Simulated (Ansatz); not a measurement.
**Infrared modes and screening in NaCl (CsCl type)**

Perturbation theory with PBEsol in the PAW code Ansatz on the PBEsol cell, ground state and force constants on a 6×6×6 mesh. No spin polarisation and no zero-point or thermal motion; the cell was built from a prototype and may be hypothetical.

Space group Pm-3m (No. 221), cubic; a = 3.447 Å in the conventional setting, 20.48 Å³ an atom. Na has 8 Cl at 2.99 Å; Cl has 8 Na at 2.99 Å.

```
Na Cl
1.0
     3.44695    0.00000    0.00000
     0.00000    3.44695    0.00000
     0.00000    0.00000    3.44695
Na Cl
1 1
Direct
  0.00000 0.00000 0.00000
  0.50000 0.50000 0.50000
```

Optical modes without the longitudinal term:
```json
{"ω (cm⁻¹)": "98", "degeneracy": "3", "IR intensity, summed over the level ((D/Å)²/amu)": "6.89"}
```

The optical mode at Γ lies at 98 cm⁻¹ without the longitudinal term. With the long-range field the highest mode reaches 229 cm⁻¹. By the program's warning the force constants, and with them frequencies and ε⁰, aren't converged on this mesh.

The clamped-ion dielectric constant comes out as 2.79 in all directions. With the ions relaxed, ε⁰ is 15.2 in all directions. Born charges, averaged over directions: Na +1.18, Cl -1.18 e.

With one polar mode in a cubic crystal the Lyddane-Sachs-Teller relation applies: (ω_LO/ω_TO)² = (229.1/98.0)² = 5.467, and ε⁰/ε∞ = 15.247/2.789 = 5.466. The refractive index √ε∞ is 1.67.

For comparison, on the r2SCAN cell the mean ε∞ is 2.58 with r2SCAN (ground state on 6×6×6; least gap 4.92 eV), 2.73 with PBE (ground state on 6×6×6; least gap 4.10 eV).
